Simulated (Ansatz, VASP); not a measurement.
Two plane-wave programs on TiAl3

```xyz
8
Lattice="1.9227 -1.9227 -4.3114 1.9227 -1.9227 4.3114 -3.8453 -3.8453 0.0000" Properties=species:S:1:pos:R:3 pbc="T T T"
Ti   -0.0001    0.0001    0.0004
Ti    0.0003   -3.8457   -0.0002
Al    1.9224   -1.9226    0.0018
Al   -1.9221   -1.9231   -0.0025
Al   -0.0013   -1.9226    2.1559
Al   -1.9217   -3.8450   -2.1556
Al    0.0004   -1.9223   -2.1558
Al   -0.0007   -5.7682   -2.1554
```

Change from the starting cell: all atoms moved at random, sigma 0.1 Å a component; relaxed back.

Alike in both runs: functional PBE; k mesh 8 × 8 × 6; occupations gaussian, width 0.15 eV; no spin polarisation.

Ansatz relaxed the structure, and its values are those at the end. VASP's run is a single point on that final structure, the one shown.

|  | VASP | Ansatz |
| --- | --- | --- |
| version | VASP 6.6.1 | Ansatz 0.2.0 |
| potentials or method | VASP PAW PBE potentials, release 64 (Ti_sv, Al) | scalar-relativistic, plane waves, PAW |
| plane-wave cutoff (eV) | 520 | 420 |
| valence electrons in the cell | 42 | 42 |

|  | VASP | Ansatz | Ansatz less VASP |
| --- | --- | --- | --- |
| gap on the k mesh at the Fermi level (eV) | none | none | - |
| pressure (GPa) | 0.0 | 0.0 | -0.01 |

A gap of «none» marks a metal or a gap that the smearing closes. Ansatz warned: «stress_scf_threshold_loose».
